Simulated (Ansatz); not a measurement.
Space group Pm-3m (No. 221). a = 4.206 Å, b = 4.206 Å, c = 4.206 Å, α = 90.00°, β = 90.00°, γ = 90.00°
```
atom site symmetry x y z
  Cs    1a m-3m  0.0000  0.0000  0.0000
  Cl    1b m-3m  0.5000  0.5000  0.5000
```

Equation of state of this CsCl structure (not necessarily the ground state), with shape and atoms relaxed at each volume where symmetry leaves them free. Computed with DFT PBE, scalar-relativistic, plane waves, PAW in Ansatz 0.2.0.

Cutoff 420 eV; k points 6×6×6 on the computed 2-atom cell (Γ-centred); Gaussian smearing, width 0.02 eV; no spin polarisation.

| V (Å³/atom) | E − E(largest V) (meV/atom) | P (GPa) | gap on mesh (eV) |
| --- | --- | --- | --- |
| 32.730 | 17.64 | 2.55 | 5.33 |
| 33.846 | 2.81 | 1.73 | 5.37 |
| 34.962 | -6.79 | 1.05 | 5.28 |
| 36.078 | -12.05 | 0.48 | 5.14 |
| 37.194 | -13.68 | 0.00 | 5.01 |
| 38.309 | -12.30 | -0.39 | 4.89 |
| 39.425 | -8.40 | -0.72 | 4.77 |
| 40.913 | 0.00 | -1.07 | 4.63 |

Task: Fit a third-order Birch–Murnaghan equation to E(V).

Result: V0 = 37.21 Å³/atom, B0 = 14 GPa, B0' = 5.1.

Spin-orbit coupling is left out, which matters for the bands of heavy elements.